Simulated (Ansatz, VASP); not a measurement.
LiF in VASP and in Ansatz

File INCAR:

```
ALGO = Normal
EDIFF = 1E-6
ENCUT = 520
GGA = PS
ISIF = 2
ISMEAR = 0
LASPH = True
LCHARG = False
LREAL = False
LWAVE = False
NBANDS = 12
NELM = 80
PREC = Accurate
SIGMA = 0.05
```

KPOINTS

```
k-points
0
Gamma
  10 10 10
```

File POSCAR:

```
LiF
1.0
    0.0000000000      2.0140000000      2.0140000000
    2.0140000000      0.0000000000      2.0140000000
    2.0140000000      2.0140000000      0.0000000000
Li F
1 1
Direct
   -0.0131660895      0.0000000000      0.0000000000
    0.5000000000      0.5000000000      0.5000000000
```

Input for Ansatz:

```yaml
crystal:
  lattice:
    - [0.0, 2.014, 2.014]
    - [2.014, 0.0, 2.014]
    - [2.014, 2.014, 0.0]
  atoms:
    - { symbol: Li, position: [-0.0131660895, 0.0, 0.0] }
    - { symbol: F, position: [0.5, 0.5, 0.5] }
basis:
  ecutwfc: 420
kpoints:
  mp_grid: { grid: [10, 10, 10] }
hamiltonian:
  xc: pbesol
scf:
  occupations: { method: gaussian, width: 0.05 }
output:
  forces: true
  stress: true
  eigenvalues: true
```

Change from the starting cell: all Li atoms moved +0.037 Å, as atom 1 towards its neighbour atom 1 (Li) at 2.848 Å.

Alike in both runs: task single point; functional PBEsol; k mesh 10 × 10 × 10; occupations gaussian, width 0.05 eV; no spin polarisation.

|  | VASP | Ansatz |
| --- | --- | --- |
| version | VASP 6.6.1 | Ansatz 0.2.0 |
| potentials or method | VASP PAW PBE potentials, release 64 (Li_sv, F) | scalar-relativistic, plane waves, PAW |
| plane-wave cutoff (eV) | 520 | 420 |
| valence electrons in the cell | 10 | 10 |

Ansatz gave:

- gap on the k mesh at the Fermi level (eV): 8.91
- least direct gap on the mesh (eV): 8.91
- rms of the force components (eV/Å): 0.033

Problem. What did VASP give for the same quantities?

Solution. gap on the k mesh at the Fermi level (eV): 8.91; least direct gap on the mesh (eV): 8.91; rms of the force components (eV/Å): 0.036.

Atom by atom the forces differ by 0.003 eV/Å (rms over components).

Caveats: the PAW data sets were made with another functional, which shifts forces and pressure a little (VASP). A k mesh can miss the band edges.
